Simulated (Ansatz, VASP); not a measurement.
**Two plane-wave programs on TiC**

```
Ti C
1.0
     0.00000    2.15930    2.15930
     2.15930    0.00000    2.15930
     2.15930    2.15930    0.00000
Ti C
1 1
Direct
  0.00000 0.00000 0.00000
  0.50000 0.50000 0.50000
```

Alike in both runs: task single point; functional r2SCAN; k mesh 16 × 16 × 16; occupations gaussian, width 0.1 eV; no spin polarisation.

|  | VASP | Ansatz |
| --- | --- | --- |
| version | VASP 6.6.1 | Ansatz 0.2.0 |
| potentials or method | VASP PAW PBE potentials, release 64 (Ti_sv, C) | scalar-relativistic, plane waves, PAW |
| plane-wave cutoff (eV) | 520 | 500 |
| valence electrons in the cell | 16 | 16 |

|  | VASP | Ansatz | Ansatz less VASP |
| --- | --- | --- | --- |
| gap on the k mesh at the Fermi level (eV) | none | none | - |
| pressure (GPa) | 2.7 | 1.7 | -0.96 |

A gap of «none» marks a metal or a gap that the smearing closes. With one functional, cell and mesh, what is left measures potentials, basis and numerics.

Caveats: the PAW data sets were made with another functional, which shifts forces and pressure a little (VASP).
